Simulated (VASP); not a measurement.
The system is As.

```
As
1.0
     1.88080    1.08588    3.51406
    -1.88080    1.08588    3.51406
     0.00000   -2.17176    3.51406
As
2
Direct
  0.22600 0.22600 0.22600
  0.77400 0.77400 0.77400
```

```yaml
Program: VASP 6.6.1
Task: relaxation of cell and atoms
Functional: PBEsol
Potentials_or_basis: VASP PAW PBE potentials, release 64 (As)
Cutoff: 600 eV
k_mesh: 8 × 8 × 8
Occupations: fermi-dirac, width 0.05 eV
Spin: no spin polarisation
```

At the start: pressure 0.7 GPa; volume 21.53 Å³/atom.

Problem. Where does the relaxation end?

Solution. Over 11 steps the energy falls by 10.3 meV/atom and the volume is 20.93 Å³/atom (-2.8 %); space group R-3m (No. 166, to 0.05 Å).

Step by step:
```csv
step,energy change (eV),largest force (eV/Å),pressure (GPa),volume (Å³)
1,0.0000,0.4265,0.68,43.06
2,-0.0081,0.0001,-1.46,43.63
3,-0.0085,0.0726,-1.09,43.53
4,-0.0143,0.0318,-0.52,42.84
5,-0.0172,0.0135,0.31,41.96
6,-0.0191,0.0583,-0.01,41.95
7,-0.0198,0.1027,-0.33,41.93
8,-0.0198,0.0341,0.39,41.54
9,-0.0204,0.0354,0.04,41.73
10,-0.0205,0.0184,0.02,41.79
11,-0.0206,0.0025,0.00,41.86
```

Final structure:
```
As
1.0
     1.89628    1.09482    3.36027
    -1.89628    1.09482    3.36027
     0.00000   -2.18964    3.36027
As
2
Direct
  0.23015 0.23015 0.23015
  0.76985 0.76985 0.76985
```

Caveat: the PAW data sets were made with another functional, which shifts forces and pressure a little.
